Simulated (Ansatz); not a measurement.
Calculated electric field gradients for Bi2S3 with one atom moved

The cell is an entry of the Crystallography Open Database (COD), relaxed with PBE at fixed cell and then changed (atom 20 (S) moved by 0.15 Å).

```
CELL_PARAMETERS angstrom
11.34500 0.00000 0.00000
0.00000 3.99400 0.00000
0.00000 0.00000 11.19300
ATOMIC_POSITIONS crystal
Bi 0.48665 0.25000 0.32507
Bi 0.01335 0.75000 0.82507
Bi 0.98665 0.25000 0.17493
Bi 0.51335 0.75000 0.67493
Bi 0.33875 0.75000 0.03200
Bi 0.16125 0.25000 0.53200
Bi 0.83875 0.75000 0.46800
Bi 0.66125 0.25000 0.96800
S 0.28446 0.25000 0.19216
S 0.21554 0.75000 0.69216
S 0.78446 0.25000 0.30784
S 0.71554 0.75000 0.80784
S 0.54977 0.75000 0.12916
S 0.95023 0.25000 0.62916
S 0.04977 0.75000 0.37084
S 0.45023 0.25000 0.87084
S 0.37796 0.75000 0.44378
S 0.12204 0.25000 0.94378
S 0.87796 0.75000 0.05622
S 0.63526 0.25000 0.55622
```

Sites (sets of like atoms) are named by element and the number of their first atom in this list.

Computed with Ansatz: DFT, PBE, plane waves and PAW, scalar-relativistic, 420 eV cutoff, Γ-centred 3×7×3 k-points, Fermi–Dirac smearing 0.02 eV.

Conventions: |V_zz| ≥ |V_yy| ≥ |V_xx|, η = (V_xx − V_yy)/V_zz, C_Q = eQV_zz/h. Directions are in the Cartesian axes of the cell vectors above, for the atom listed; none is given where the gradient is under 0.02 or η is above 0.95.

```json
{"site": "Bi1", "first atom": "1", "first shell": "7 S at 2.70–3.38 Å", "V_zz (10²¹ V/m²)": "-7.77", "η": "0.98", "direction of V_zz (x, y, z)": "–"}
{"site": "Bi2", "first atom": "2", "first shell": "7 S at 2.70–3.38 Å", "V_zz (10²¹ V/m²)": "7.45", "η": "0.99", "direction of V_zz (x, y, z)": "–"}
{"site": "Bi3", "first atom": "3", "first shell": "7 S at 2.70–3.38 Å", "V_zz (10²¹ V/m²)": "-8.70", "η": "0.84", "direction of V_zz (x, y, z)": "1.00 0.00 -0.02"}
{"site": "Bi4", "first atom": "4", "first shell": "7 S at 2.73–3.38 Å", "V_zz (10²¹ V/m²)": "-9.29", "η": "0.55", "direction of V_zz (x, y, z)": "0.99 0.00 0.17"}
{"site": "Bi5", "first atom": "5", "first shell": "7 S at 2.63–3.32 Å", "V_zz (10²¹ V/m²)": "-20.1", "η": "0.08", "direction of V_zz (x, y, z)": "0.71 0.00 0.70"}
{"site": "Bi6", "first atom": "6", "first shell": "7 S at 2.63–3.32 Å", "V_zz (10²¹ V/m²)": "-20.4", "η": "0.07", "direction of V_zz (x, y, z)": "0.72 0.00 -0.69"}
{"site": "Bi7", "first atom": "7", "first shell": "7 S at 2.63–3.21 Å", "V_zz (10²¹ V/m²)": "-19.24", "η": "0.07", "direction of V_zz (x, y, z)": "-0.71 0.00 0.71"}
{"site": "Bi8", "first atom": "8", "first shell": "7 S at 2.63–3.32 Å", "V_zz (10²¹ V/m²)": "-18.15", "η": "0.11", "direction of V_zz (x, y, z)": "0.68 0.00 0.73"}
{"site": "S9", "first atom": "9", "first shell": "3 Bi at 2.73–2.75 Å", "V_zz (10²¹ V/m²)": "-2.79", "η": "0.33", "direction of V_zz (x, y, z)": "0.90 0.00 -0.44"}
{"site": "S10", "first atom": "10", "first shell": "3 Bi at 2.73–2.75 Å", "V_zz (10²¹ V/m²)": "-2.61", "η": "0.35", "direction of V_zz (x, y, z)": "0.89 0.00 0.45"}
{"site": "S11", "first atom": "11", "first shell": "3 Bi at 2.73–2.75 Å", "V_zz (10²¹ V/m²)": "-2.67", "η": "0.42", "direction of V_zz (x, y, z)": "0.88 0.00 0.48"}
{"site": "S12", "first atom": "12", "first shell": "3 Bi at 2.73–2.75 Å", "V_zz (10²¹ V/m²)": "-2.65", "η": "0.31", "direction of V_zz (x, y, z)": "0.89 0.00 -0.45"}
{"site": "S13", "first atom": "13", "first shell": "5 Bi at 2.63–3.05 Å", "V_zz (10²¹ V/m²)": "4.21", "η": "0.94", "direction of V_zz (x, y, z)": "0.93 0.00 0.36"}
{"site": "S14", "first atom": "14", "first shell": "5 Bi at 2.63–3.05 Å", "V_zz (10²¹ V/m²)": "4.41", "η": "0.88", "direction of V_zz (x, y, z)": "0.93 0.00 -0.36"}
{"site": "S15", "first atom": "15", "first shell": "5 Bi at 2.63–3.05 Å", "V_zz (10²¹ V/m²)": "-3.81", "η": "0.90", "direction of V_zz (x, y, z)": "0.00 1.00 0.00"}
{"site": "S16", "first atom": "16", "first shell": "5 Bi at 2.63–3.05 Å", "V_zz (10²¹ V/m²)": "-3.93", "η": "0.90", "direction of V_zz (x, y, z)": "0.00 1.00 0.00"}
{"site": "S17", "first atom": "17", "first shell": "5 Bi at 2.70–3.32 Å", "V_zz (10²¹ V/m²)": "-8.57", "η": "0.21", "direction of V_zz (x, y, z)": "0.78 0.00 0.62"}
{"site": "S18", "first atom": "18", "first shell": "5 Bi at 2.70–3.32 Å", "V_zz (10²¹ V/m²)": "-8.92", "η": "0.16", "direction of V_zz (x, y, z)": "0.78 0.00 -0.63"}
{"site": "S19", "first atom": "19", "first shell": "5 Bi at 2.70–3.32 Å", "V_zz (10²¹ V/m²)": "-8.84", "η": "0.16", "direction of V_zz (x, y, z)": "0.78 0.00 -0.63"}
{"site": "S20", "first atom": "20", "first shell": "5 Bi at 2.77–3.21 Å", "V_zz (10²¹ V/m²)": "-9.17", "η": "0.06", "direction of V_zz (x, y, z)": "0.70 0.00 0.72"}
```

At S9, S10, S11 and S12 V_zz stands upright on the plane through its three neighbours (within 2°) in each case.

Spin–orbit coupling is left out, which shifts gradients on Bi by a few per cent, and by more where contributions nearly cancel. The atoms aren't relaxed after the move (largest force 0.8 eV/Å). Where η is near 1 the sign of V_zz means little.
